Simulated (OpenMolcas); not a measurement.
# CHF3 (trifluoromethane): name the method

CHF3 has 5 atoms, charge 0, and is taken as a singlet. SMILES: `FC(F)F`. The coordinates come from a PBE0-D4/def2-TZVP relaxation.

| atom | x (Å) | y (Å) | z (Å) |
| --- | --- | --- | --- |
| F | -0.6686 | -0.3297 | 1.0792 |
| C | 0.0195 | 0.0564 | 0.0068 |
| F | 1.0474 | -0.7738 | -0.1575 |
| F | -0.7726 | -0.0351 | -1.0594 |
| H | 0.3744 | 1.0822 | 0.1309 |

Orbital energies are those of the mean-field step.

A calculation with OpenMolcas 26.06 gave:

```
total energy  : -338.0307 Eh
dipole moment : 1.54 D
HOMO energy   : -9.78 eV
LUMO energy   : 0.31 eV
HOMO–LUMO gap : 10.09 eV
largest force : 0.968 eV/Å
```

**Question.** Which of these levels gave the numbers?
A. B3LYP/def2-SVPD
B. HF/3-21G
C. MP2/def2-SVPD
D. TPSS/def2-SVPD

**Answer.** D. The others give -337.2396 Eh (MP2/def2-SVPD), -338.0049 Eh (B3LYP/def2-SVPD), -334.9507 Eh (HF/3-21G).
